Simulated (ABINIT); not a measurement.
The system is PbO2.

```
CELL_PARAMETERS angstrom
0.00000 2.70199 2.70199
2.70199 0.00000 2.70199
2.70199 2.70199 0.00000
ATOMIC_POSITIONS crystal
Pb 0.00000 0.00000 0.00000
O 0.75000 0.75000 0.75000
O 0.25000 0.25000 0.25000
```

The cell comes from a database or a generator and needn't be the stable form of this composition.

Base run:

- Program: ABINIT 10.8.3 (patched build)
- Functional: PBE
- Potentials or basis: Ansatz NC PBE
- Cutoff: 1252 eV
- k mesh: 9 × 9 × 9
- Occupations: fermi-dirac, width 0.05 eV
- Spin: no spin polarisation

Its results: band gap on the k mesh none (metal or under the smearing width); pressure 0.4 GPa.

Problem. The run is repeated on the same cell with these changes: potentials or basis from Ansatz NC PBE to PseudoDojo NC SR PBE v0.4.1 standard; cutoff from 1252 eV to 1143 eV. What comes out?

Solution. Band gap on the k mesh none (metal or under the smearing width); pressure 1.2 GPa.
